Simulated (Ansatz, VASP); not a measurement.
**RbBr: VASP beside Ansatz**

Contents of INCAR:

```
SYSTEM = RbBr
PREC = Accurate ; ENCUT = 520
EDIFF = 1E-6 ; ISMEAR = 0
SIGMA = 0.02 ; LREAL = .FALSE.
LASPH = .TRUE. ; NELM = 100
ALGO = Normal ; ISIF = 2
LWAVE = .FALSE. ; LCHARG = .FALSE.
GGA = PS ; NBANDS = 15
```

The input KPOINTS:

```
regular mesh
0
G
  6 6 6
  0 0 0
```

The input POSCAR:

```
RbBr
1.0
    0.0000000000      3.4252093723      3.4252093723
    3.4252093723      0.0000000000      3.4252093723
    3.4252093723      3.4252093723      0.0000000000
Rb Br
1 1
Direct
    0.0000000000      0.0000000000      0.0000000000
    0.5000000000      0.5000000000      0.5000000000
```

Input for Ansatz:

```yaml
crystal:
  lattice:
    - [0.0, 3.4252093723, 3.4252093723]
    - [3.4252093723, 0.0, 3.4252093723]
    - [3.4252093723, 3.4252093723, 0.0]
  atoms:
    - { symbol: Rb, position: [0.0, 0.0, 0.0] }
    - { symbol: Br, position: [0.5, 0.5, 0.5] }
basis:
  ecutwfc: 420
kpoints:
  mp_grid: { grid: [6, 6, 6] }
  band_path: { path: [VBM, CBM], npoints: 2 }
hamiltonian:
  xc: pbesol
scf:
  occupations: { method: gaussian, width: 0.02 }
output:
  forces: true
  stress: true
  eigenvalues: true
```

Alike in both runs: task single point; functional PBEsol; k mesh 6 × 6 × 6; occupations gaussian, width 0.02 eV; no spin polarisation.

```csv
,VASP,Ansatz
version,VASP 6.6.1,Ansatz 0.2.0
potentials or method,"VASP PAW PBE potentials, release 64 (Rb_sv, Br)","scalar-relativistic, plane waves, PAW"
plane-wave cutoff (eV),520,420
valence electrons in the cell,16,16
```

|  | VASP | Ansatz | Ansatz less VASP |
| --- | --- | --- | --- |
| gap on the k mesh at the Fermi level (eV) | 4.22 | 4.22 | +0.003 |
| least direct gap on the mesh (eV) | 4.22 | 4.22 | +0.003 |
| pressure (GPa) | 0.0 | 0.0 | -0.03 |

The functional is the same, so the differences come from potentials, cutoffs and numerics.

Caveats: the PAW data sets were made with another functional, which shifts forces and pressure a little (VASP).
